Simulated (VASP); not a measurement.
CrO2:

```
CELL_PARAMETERS angstrom
2.77988 0.00000 0.00000
-1.38994 2.40745 0.00000
0.00000 0.00000 4.48452
ATOMIC_POSITIONS crystal
Cr 0.00000 0.00000 0.00000
O 0.33333 0.66667 0.25200
O 0.66667 0.33333 0.74800
```

Measurements of this composition are mostly on another form, of space group No. 136.

Base run:

```yaml
Program: VASP 6.6.1
Functional: PBE
Potentials_or_basis: VASP PAW PBE potentials, release 64 (Cr_pv, O)
Cutoff: 520 eV
k_mesh: 8 × 8 × 4
Occupations: gaussian, width 0.05 eV
Spin: no spin polarisation
Hubbard_terms: Cr d U = 3 eV
```

Its results: band gap on the k mesh none (metal or under the smearing width); pressure -10.0 GPa; largest force 1.671 eV/Å.

Problem. The run is repeated on the same cell with these changes: spin from no spin polarisation to collinear spin, random start; further incar settings from ALGO = Normal; EDIFF = 1e-07; NBANDS = 19 to ALGO = Normal; EDIFF = 1e-06. What comes out?

Solution. Band gap on the k mesh 0.43 eV, indirect (least direct gap 0.60 eV); pressure 0.9 GPa; net moment 2.00 μB per cell; site moments Cr +2.05; O -0.04 μB; largest force 2.094 eV/Å.

Caveats: forces of over 1 eV/Å show positions far from the minimum, so gaps and moduli don't describe the material at rest; U without spin polarisation on a metal has little footing (some runs); a cell with one magnetic atom can't hold antiferromagnetic order, which such compounds often take (some runs).

A k mesh can miss the band edges.
